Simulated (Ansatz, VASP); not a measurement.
## Al in VASP and in Ansatz

```
CELL_PARAMETERS angstrom
-1.58161 1.58161 1.58161
1.58161 -1.58161 1.58161
1.58161 1.58161 -1.58161
ATOMIC_POSITIONS crystal
Al 0.00000 0.00000 0.00000
```

Alike in both runs: task single point; functional revPBE; k mesh 15 × 15 × 15; occupations fermi-dirac, width 0.1 eV; no spin polarisation.

```csv
,VASP,Ansatz
version,VASP 6.6.1,Ansatz 0.2.0
potentials or method,"VASP PAW PBE potentials, release 64 (Al)","plane waves (420 eV) with PAW, scalar-relativistic"
plane-wave cutoff (eV),520,420
valence electrons in the cell,3,3
```

```tsv
	VASP	Ansatz	Ansatz less VASP
pressure (GPa)	6.4	6.6	+0.17
```

Caveats: the PAW data sets were made with another functional, which shifts forces and pressure a little (VASP).
